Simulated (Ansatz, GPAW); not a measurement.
This is a calculation of TiSi2 for Ansatz 0.2.0. The cell is a database's computed one, not the measured one.

input.yaml

```yaml
crystal:
  lattice:
    - [0.0, 4.1175163063, 4.2628978354]
    - [2.3895119538, 0.0, 4.2628978354]
    - [2.3895119538, 4.1175163063, 0.0]
  atoms:
    - { symbol: Ti, position: [0.75, 0.75, 0.75] }
    - { symbol: Ti, position: [0.5, 0.5, 0.5] }
    - { symbol: Si, position: [0.41256561, 0.08743439, 0.41256561] }
    - { symbol: Si, position: [0.08743439, 0.41256561, 0.08743439] }
    - { symbol: Si, position: [0.16256561, 0.83743439, 0.16256561] }
    - { symbol: Si, position: [0.83743439, 0.16256561, 0.83743439] }
hamiltonian:
  xc: pbe
  pseudopotentials: { kind: paw }
kpoints:
  mp_grid: { grid: [7, 7, 7] }
scf:
  occupations: { method: gaussian, width: 0.011 }
output:
  forces: true
  stress: true
  eigenvalues: true
  write_density: true
  write_potential: true
  elf: true
  volumetric_format: npy
```

Potentials or basis: Ansatz PAW.

Command:

```bash
$ ansatz run input.yaml --threads 1 --pin off --max-ram 3584MiB --backend cpu --events-out ev --progress --plain --runs-dir out
```

Q: Set up the same calculation for GPAW 26.7.0 (ASE script). Potentials or basis there: GPAW PAW data sets (gpaw-data 1.2.1), cutoff 600 eV.

A: As run (cutoffs and basis follow the program's own potentials, and thresholds, step limits or extra output files can differ):

File run.py:

```python
from ase.dft.bandgap import bandgap
from ase.io import read, write
from ase.units import GPa
from gpaw import GPAW, PW

atoms = read('POSCAR')

calc = GPAW(mode=PW(600),
            xc='PBE',
            kpts={'size': (7, 7, 7), 'gamma': True},
            occupations={'name': 'methfessel-paxton', 'order': 0, 'width': 0.011},
            nbands=38,
            convergence={'density': 1e-05, 'energy': 1e-05},
            maxiter=150,
            txt='gpaw.txt')
atoms.calc = calc
energy = atoms.get_potential_energy()
forces = atoms.get_forces()
stress = atoms.get_stress()
calc.write('gs.gpw')
write('result.traj', atoms)
print(f'Energy: {energy:.6f} eV')
print('Forces (eV/A):')
print(forces.round(4))
print('Stress (GPa):', (stress / GPa).round(3))
print('Fermi level:', round(calc.get_fermi_level(), 4), 'eV')
print(f'Gap: {bandgap(calc)[0]:.4f} eV, direct: {bandgap(calc, direct=True)[0]:.4f} eV')
```

Contents of POSCAR:

```
TiSi2
1.0
    0.0000000000      4.1175163063      4.2628978354
    2.3895119538      0.0000000000      4.2628978354
    2.3895119538      4.1175163063      0.0000000000
Ti Si
2 4
Direct
    0.7500000000      0.7500000000      0.7500000000
    0.5000000000      0.5000000000      0.5000000000
    0.4125656100      0.0874343900      0.4125656100
    0.0874343900      0.4125656100      0.0874343900
    0.1625656100      0.8374343900      0.1625656100
    0.8374343900      0.1625656100      0.8374343900
```

Potentials or basis: GPAW PAW data sets (gpaw-data 1.2.1), pw.

Run with:

```bash
$ OMP_NUM_THREADS=1 python run.py
```

Both were run:

|  | Ansatz | GPAW |
| --- | --- | --- |
| Pressure | 2.1 GPa | 2.4 GPa |

Ansatz's pressure holds a Pulay term of +0.03 GPa for its cutoff of 420 eV, which the other run lacks.

Where Ansatz's input types no cutoff or centring, it takes its own default and a Γ-centred mesh.

Pressure is positive in compression.
